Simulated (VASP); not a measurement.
The system is BN.

```
N B
1.0
     2.56397    0.00000    0.00000
     1.28199    2.22046    0.00000
     1.28199    0.74015    2.09347
N B
1 1
Direct
  0.24011 0.24934 0.26286
  0.00283 0.00634 0.99363
```

The cell is a database's computed one.

The cell isn't the ideal one: atoms moved at random, drawn with an rms of 0.02 Å.

| Item | Value |
| --- | --- |
| Program | VASP 6.6.1 |
| Task | relaxation of the atoms |
| Functional | SCAN |
| Potentials or basis | VASP PAW PBE potentials, release 64 (N_s, B_s) |
| Cutoff | 400 eV |
| k mesh | 13 × 13 × 13 |
| Occupations | gaussian, width 0.01 eV |
| Spin | no spin polarisation |

At the start: pressure -5.8 GPa; volume 5.96 Å³/atom.

Question: Where does the relaxation end?

Answer: Over 5 steps the energy falls by 11.8 meV/atom; space group F-43m (No. 216, to 0.05 Å).

The path:
| step | energy change (eV) | largest force (eV/Å) | pressure (GPa) |
| --- | --- | --- | --- |
| 1 | 0.0000 | 1.1034 | -5.80 |
| 2 | 0.0200 | 1.3382 | -5.34 |
| 3 | -0.0236 | 0.0646 | -6.45 |
| 4 | -0.0235 | 0.0662 | -6.45 |
| 5 | -0.0236 | 0.0037 | -6.45 |

Final structure:
```yaml
crystal:
  lattice:
    - [2.56397, 0.00000, 0.00000]
    - [1.28199, 2.22046, 0.00000]
    - [1.28199, 0.74015, 2.09347]
  atoms:
    - { symbol: N, position: [0.24650, 0.25285, 0.25320] }
    - { symbol: B, position: [0.99645, 0.00283, 0.00329] }
```

Caveat: the PAW data sets were made with another functional, which shifts forces and pressure a little.
